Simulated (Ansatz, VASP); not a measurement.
PbO: VASP beside Ansatz

```
Pb O
1.0
     4.26033    0.00000    0.00000
    -2.13016    3.68955    0.00000
     0.00000    0.00000    5.27676
Pb O
2 2
Direct
  0.33333 0.66667 0.25000
  0.66667 0.33333 0.75000
  0.66667 0.33333 0.25000
  0.33333 0.66667 0.75000
```

Alike in both runs: task single point; functional r2SCAN; k mesh 12 × 12 × 6; no spin polarisation.

```csv
,VASP,Ansatz
version,VASP 6.6.1,Ansatz 0.2.0
potentials or method,"VASP PAW PBE potentials, release 64 (Pb_d, O)","plane waves, PAW"
plane-wave cutoff (eV),520,500
occupations,"gaussian, width 0.01 eV",fixed
valence electrons in the cell,40,40
```

Ansatz gave:

| Item | Value |
| --- | --- |
| gap on the k mesh at the Fermi level (eV) | 1.57 |
| pressure (GPa) | 0.0 |
| largest component of the traceless stress (GPa) | 0.09 |

Q: What did VASP give for the same quantities?

A: gap on the k mesh at the Fermi level (eV): 1.57; pressure (GPa): 0.2; largest component of the traceless stress (GPa): 0.21.

Caveats: the PAW data sets were made with another functional, which shifts forces and pressure a little (VASP); spin-orbit coupling is left out, which as a rule narrows the gap of such compounds by several tenths of an eV. r2SCAN opens gaps a little over a GGA but as a rule still falls short of measured ones. A k mesh can miss the band edges.
